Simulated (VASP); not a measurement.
## VASP 6.6.1 run: BP

INCAR

```
NELM = 75
IBRION = -1
ENCUT = 520
LASPH = .TRUE.
NBANDS = 11
LCHARG = .FALSE.
NSW = 0
SIGMA = 0.8
ISMEAR = 2
GGA = PE
LWAVE = .FALSE.
PREC = Accurate
LREAL = .FALSE.
EDIFF = 1E-7
ISIF = 2
```

KPOINTS

```
KPOINTS created by Atomic Simulation Environment
0
Gamma
10 10 10
0 0 0
```

POSCAR

```
B  P
 1.0000000000000000
     0.0000000000000000    2.2181858960000000    2.2683156724000000
     2.2181858960000000    0.0000000000000000    2.2683156724000000
     2.2181858960000000    2.2181858960000000    0.0000000000000000
 B   P
   1   1
Cartesian
  0.0000000000000000  0.0000000000000000  0.0000000000000000
  1.1090929480000000  1.1090929480000000  1.1341578362000000
```

The recommended PBE PAW datasets give the neutral cell 8 valence electrons.

Command

```
mpirun -np 1 vasp_std
```

OSZICAR

```
N       E                     dE             d eps       ncg     rms          rms(c)
DAV:   1     0.942413282068E+01    0.94241E+01   -0.40239E+03  2244   0.661E+02
DAV:   2    -0.131098321623E+02   -0.22534E+02   -0.21406E+02  2976   0.110E+02
DAV:   3    -0.136967401390E+02   -0.58691E+00   -0.58574E+00  2835   0.156E+01
DAV:   4    -0.136988381610E+02   -0.20980E-02   -0.20978E-02  2607   0.110E+00
DAV:   5    -0.136988484847E+02   -0.10324E-04   -0.10324E-04  2799   0.760E-02    0.770E+00
DAV:   6    -0.130046772283E+02    0.69417E+00   -0.15184E+00  2580   0.548E+00    0.414E+00
DAV:   7    -0.128993104099E+02    0.10537E+00   -0.27983E-01  2800   0.263E+00    0.139E+00
DAV:   8    -0.128909846406E+02    0.83258E-02   -0.28369E-02  2641   0.978E-01    0.206E-01
DAV:   9    -0.128913016298E+02   -0.31699E-03   -0.70801E-04  2633   0.184E-01    0.138E-01
DAV:  10    -0.128914926701E+02   -0.19104E-03   -0.23867E-04  2554   0.978E-02    0.296E-02
DAV:  11    -0.128915029140E+02   -0.10244E-04   -0.11451E-05  2844   0.223E-02    0.365E-02
DAV:  12    -0.128915038043E+02   -0.89025E-06   -0.45415E-06  2547   0.105E-02    0.165E-02
DAV:  13    -0.128915036734E+02    0.13083E-06   -0.13539E-07  2097   0.235E-03    0.687E-03
DAV:  14    -0.128915037320E+02   -0.58521E-07   -0.49271E-08  1320   0.123E-03
   1 F= -.12891504E+02 E0= -.12891643E+02  d E =0.557161E-03
```

From OUTCAR

```
k-points           NKPTS =    102   k-points in BZ     NKDIM =    102   number of bands    NBANDS=     11

   NELECT =       8.0000    total number of electrons

   dimension x,y,z NGX =    24 NGY =   24 NGZ =   24
   dimension x,y,z NGXF=    48 NGYF=   48 NGZF=   48

  energy-cutoff  :      520.00
  volume of cell :       22.32
      direct lattice vectors                 reciprocal lattice vectors
     0.000000000  2.218185896  2.268315672    -0.225409422  0.225409422  0.220427873
     2.218185896  0.000000000  2.268315672     0.225409422 -0.225409422  0.220427873
     2.218185896  2.218185896  0.000000000     0.225409422  0.225409422 -0.220427873

 k-points in reciprocal lattice and weights: KPOINTS created by Atomic Simulation Env
   0.00000000  0.00000000  0.00000000       0.001
   0.10000000  0.00000000  0.00000000       0.008
   0.20000000  0.00000000  0.00000000       0.008
   0.30000000  0.00000000  0.00000000       0.008
   0.40000000  0.00000000  0.00000000       0.008
   0.50000000  0.00000000  0.00000000       0.004
   0.10000000  0.10000000  0.00000000       0.002
   0.20000000  0.10000000  0.00000000       0.008
   ...

 E-fermi :   8.1988

 k-point     1 :       0.0000    0.0000    0.0000
  band No.  band energies     occupation
      1      -7.8917      2.00000
      2       7.8286      1.83337
      3       8.0584      1.36243
      4       8.0584      1.36243
      5      11.4154      0.00000
      6      11.4154      0.00000
      7      11.5384      0.00000
      8      16.0509      0.00000
      9      19.8067      0.00000
     10      19.9310      0.00000
     11      20.5499      0.00000

 k-point     2 :       0.1000    0.0000    0.0000
  band No.  band energies     occupation
      1      -7.7046      2.00000
      2       6.6399      1.99048
      3       7.5978      2.06574
      4       7.7604      1.92791
      5      11.8274      0.00000
      6      11.8460      0.00000
      7      12.0228      0.00000
      8      16.5232      0.00000
      9      19.2620      0.00000
     10      19.7827      0.00000
     11      20.4094      0.00000

 k-point     3 :       0.2000    0.0000    0.0000
  band No.  band energies     occupation
      1      -7.1499      2.00000
      2       4.2366      2.00000
      3       6.9929      2.02080
      4       7.2031      2.06714
      5      12.1538      0.00000
      6      12.6182      0.00000
      7      12.6667      0.00000
      8      17.5568      0.00000
      9      18.7593      0.00000
     10      19.0576      0.00000
     11      21.3022      0.00000

 k-point     4 :       0.3000    0.0000    0.0000
  band No.  band energies     occupation
      1      -6.2559      2.00000
      2       1.7984      2.00000
      3       6.4660      1.99113
      4       6.7229      1.99259
      5      12.1006      0.00000
      6      12.9120      0.00000
      7      12.9902      0.00000
      8      18.2758      0.00000
      9      19.5222      0.00000
     10      19.5484      0.00000
     11      21.6532      0.00000

 k-point     5 :       0.4000    0.0000    0.0000
  band No.  band energies     occupation
      1      -5.1314      2.00000
      2      -0.3072      2.00000
      3       6.1309      1.99683
      4       6.4224      1.99184
      5      11.9836      0.00000
      6      12.7968      0.00000
      7      12.9238      0.00000
      8      18.3374      0.00000
      9      21.2302      0.00000
     10      21.3835      0.00000
     11      22.6172      0.00000

 ...

  Total        1.5663037      1.5663037      0.6768850      0.0000000      0.0000000      0.0000000
  in kB      112.4235224    112.4235224     48.5843152      0.0000000      0.0000000      0.0000000
  external PRESSURE =      91.1437866 kB  Pullay stress =       0.0000000 kB

 POSITION                                       TOTAL-FORCE (eV/Angst)
 -----------------------------------------------------------------------------------
      0.00000      0.00000      0.00000         0.000000      0.000000      0.000000
      1.10909      1.10909      1.13416        -0.000000     -0.000000      0.000000
 -----------------------------------------------------------------------------------
    total drift:                               -0.000000     -0.000000      0.000000

  FREE ENERGIE OF THE ION-ELECTRON SYSTEM (eV)
  ---------------------------------------------------
  free  energy   TOTEN  =       -12.8915037320 eV

  energy  without entropy=      -12.8920608927  energy(sigma->0) =      -12.89164302
```

It converged. Results: gap between bands v and c on the k mesh 1.00 eV; least direct gap on the k mesh 3.36 eV; pressure 9.1 GPa. Band v is the last that the valence electrons fill when counted band by band, and c is the next.

One setting is odd (smearing far too wide), but here it hardly changes the result.

On sound settings PBE gives a gap of 1.00 eV on its mesh and a pressure of 9.1 GPa for the intended cell. This run's energy (σ→0) differs from it by 0 meV an atom.

The run took about 7.3 s on one core of a shared host (Intel Xeon 6975P-C) and held 0.15 GiB at most.
